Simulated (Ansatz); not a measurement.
**Molecular dynamics of TaN**

Input file:

```yaml
crystal:
  lattice:
    - [-2.939942, -5.092129, 0.0]
    - [4.409913, -2.546065, 0.0]
    - [0.0, 0.0, 5.78035]
  atoms:
    - { symbol: Ta, position: [0.73778451, 0.5245951, 0.23460133] }
    - { symbol: "N", position: [0.49674286, 0.68303245, -0.02208094] }
    - { symbol: Ta, position: [0.78306026, 0.50728319, 0.74336927] }
    - { symbol: "N", position: [0.5041529, 0.66343341, 0.47453487] }
    - { symbol: Ta, position: [0.49624043, 0.03574687, 0.25238311] }
    - { symbol: "N", position: [0.26811995, 0.14666764, -0.0074525] }
    - { symbol: Ta, position: [0.5097555, 0.02821892, 0.73427654] }
    - { symbol: "N", position: [0.25403011, 0.22083481, 0.49786051] }
    - { symbol: Ta, position: [0.25627501, 0.51576669, 0.25790772] }
    - { symbol: "N", position: [0.02162914, 0.70180843, -0.02070635] }
    - { symbol: Ta, position: [0.25498578, 0.52848903, 0.73795574] }
    - { symbol: "N", position: [-0.00099082, 0.66102699, 0.48750101] }
    - { symbol: Ta, position: [-0.0184392, 0.03901659, 0.23608316] }
    - { symbol: "N", position: [0.72239667, 0.16335856, -0.00938492] }
    - { symbol: Ta, position: [-0.00352787, 0.0021631, 0.73916629] }
    - { symbol: "N", position: [0.72766389, 0.16205245, 0.47805816] }
basis:
  ecutwfc: 420.0
kpoints:
  mp_grid: { grid: [2, 2, 2] }
hamiltonian:
  xc: pbe
  pseudopotentials: { kind: paw, azcp: { folder: soft_1 } }
scf:
  occupations: { method: fermi_dirac, width: 0.17 }
  lower_state_search: "off"
md:
  timestep: 1
  n_steps: 280
  ensemble: nvt_langevin
  temperature: 1600.0
  initial_velocities: maxwell_boltzmann
  seed: 401301
  friction: 0.02
  temperature_schedule:
    - { n_steps: 210, end_temperature: 300.0 }
    - { n_steps: 70, end_temperature: 300.0 }
```

Command:

```bash
$ ansatz run input.yaml --threads 1 --pin off --max-ram 3072MiB --backend cpu --events-out ev --progress --plain --runs-dir out
```

It goes on from the last frame of an earlier run, with new velocities.

Output, in part (step lines):

```
md step     0: t =     0.00 fs  T =  1500.0 K (target 1600.0 K)  F+E_penalty+E_count = -82552.05715705 eV  E_kin = 3.102240 eV  (11 SCF iters)
md step     1: t =     1.00 fs  T =  1452.3 K (target 1596.9 K)  F+E_penalty+E_count = -82552.06507957 eV  E_kin = 3.003683 eV  (8 SCF iters)
md step     2: t =     2.00 fs  T =  1492.8 K (target 1590.7 K)  F+E_penalty+E_count = -82552.10180186 eV  E_kin = 3.087354 eV  (8 SCF iters)
md step     3: t =     3.00 fs  T =  1551.6 K (target 1584.5 K)  F+E_penalty+E_count = -82552.16978782 eV  E_kin = 3.208910 eV  (8 SCF iters)
md step     4: t =     4.00 fs  T =  1615.4 K (target 1578.3 K)  F+E_penalty+E_count = -82552.26960534 eV  E_kin = 3.340920 eV  (8 SCF iters)
md step     5: t =     5.00 fs  T =  1644.0 K (target 1572.1 K)  F+E_penalty+E_count = -82552.38303710 eV  E_kin = 3.400015 eV  (6 SCF iters)
md step     6: t =     6.00 fs  T =  1592.5 K (target 1566.0 K)  F+E_penalty+E_count = -82552.50317393 eV  E_kin = 3.293541 eV  (6 SCF iters)
md step     7: t =     7.00 fs  T =  1685.5 K (target 1559.8 K)  F+E_penalty+E_count = -82552.63138542 eV  E_kin = 3.485903 eV  (5 SCF iters)
[... lines left out ...]
md step   279: t =   279.00 fs  T =   273.8 K (target 300.0 K)  F+E_penalty+E_count = -82554.63845742 eV  E_kin = 0.566353 eV  (5 SCF iters)
md step   280: t =   280.00 fs  T =   254.5 K (target 300.0 K)  F+E_penalty+E_count = -82554.62480469 eV  E_kin = 0.526248 eV  (6 SCF iters)
```

The steps, from the saved trajectory:

| time (fs) | T (K) | potential energy less start (eV) |
| --- | --- | --- |
| 0 | 1500 | 0.000 |
| 9 | 1632 | -0.805 |
| 18 | 2197 | -0.814 |
| 27 | 1539 | 0.056 |
| 36 | 2214 | -0.226 |
| 45 | 1444 | 0.259 |
| 54 | 989 | 0.306 |
| 63 | 1210 | -0.338 |
| 72 | 1352 | -0.553 |
| 81 | 1546 | -0.666 |
| 90 | 1955 | -1.779 |
| 99 | 1850 | -1.740 |
| 108 | 1735 | -1.381 |
| 117 | 1053 | -1.060 |
| 126 | 1122 | -0.835 |
| 135 | 1007 | -0.824 |
| 144 | 1091 | -1.076 |
| 153 | 1277 | -1.712 |
| 162 | 1071 | -1.973 |
| 171 | 795 | -1.799 |
| 180 | 914 | -2.050 |
| 189 | 696 | -2.053 |
| 198 | 627 | -1.988 |
| 207 | 384 | -2.088 |
| 216 | 502 | -2.431 |
| 225 | 478 | -2.611 |
| 234 | 463 | -2.745 |
| 243 | 517 | -2.822 |
| 252 | 511 | -2.935 |
| 261 | 376 | -2.783 |
| 270 | 392 | -2.681 |
| 279 | 274 | -2.581 |

The run went to its last step. The schedule's set-point averaged 409 K over the second half and the system 667 K, so it lags behind the ramp. A run of 0.28 ps of so small a system gives no equilibrium averages. Limits of this set-up: coarse k mesh.

Mean squared displacements from the first frame to the last, about the centre of mass: Ta 0.02 Å², N 0.04 Å².

Last frame:

```xyz
16
Lattice="-2.9399 -5.0921 0.0000 4.4099 -2.5461 0.0000 0.0000 0.0000 5.7804" Properties=species:S:1:pos:R:3
Ta -0.023 -5.018 1.314
N 1.391 -4.165 -0.191
Ta -0.070 -4.914 4.142
N 1.367 -4.248 2.663
Ta -1.494 -2.474 1.195
N -0.012 -1.555 -0.183
Ta -1.502 -2.380 4.111
N -0.040 -1.588 2.731
Ta 1.380 -2.406 1.243
N 2.944 -1.557 -0.204
Ta 1.336 -2.446 4.156
N 2.904 -1.641 2.696
Ta 0.004 0.122 1.199
N -1.514 -4.104 -0.237
Ta -0.078 0.037 4.110
N -1.427 -4.127 2.667
```

Run time: 20 min on 1 thread of Arm Neoverse V2, with other jobs on the host, peak memory 0.52 GiB.
